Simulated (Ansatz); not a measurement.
Runs of Ansatz 0.2.0 on GaSb. The structure is cubic, space group F-43m (No. 216). Conventional cell: a = 6.118 Å, b = 6.118 Å, c = 6.118 Å, α = 90.00°, β = 90.00°, γ = 90.00°. Sb (site symmetry -43m) has 4 Ga at 2.65 Å as nearest neighbours. Around Ga (site symmetry -43m) lie 4 Sb at 2.65 Å. 

```tsv
task	level	spin	cell	k mesh	cutoff (eV)	points for each segment of the path	mesh quality	gap on the mesh (eV)	pressure (GPa)	relaxed volume (Å³/atom)
band structure	r2SCAN	SOC, no magnetisation	as given	6 × 6 × 6	500	14	not flagged	0.25	0.4	-
relaxation of cell and atoms	PBE0	off	relaxed	4 × 4 × 4	420	-	coarse	1.43	0.0	(b)
band structure	r2SCAN	off	as given	8 × 8 × 8	500	14	not flagged	0.47	0.4	-
relaxation of cell and atoms	revPBE+D3(BJ)	off	relaxed	8 × 8 × 8	420	-	not flagged	(c)	0.0	28.39
band structure	r2SCAN0	off	as given	4 × 4 × 4	500	4	coarse	1.73	(a)	-
```

Alike in all rows: potentials or basis Ansatz PAW; smearing fermi-dirac 0.05 eV.

Q: Estimate the missing entries.

A: (a) -0.5; (b) 28.93; (c) 0.17.

Caveats: some runs use coarse meshes; the PAW data sets come from PBE, with cores solved anew for the run's functional, which leaves a small shift of forces and pressure; spin-orbit coupling is left out, which moves the levels of the heavy elements (some runs); the plane-wave basis is chosen anew once the cell has moved, so the energies of steps on either side of that aren't comparable (some runs); the thresholds are loose for stress (some runs).

A k mesh can miss the band edges, and rows without SOC leave out spin-orbit coupling on Ga, Sb.
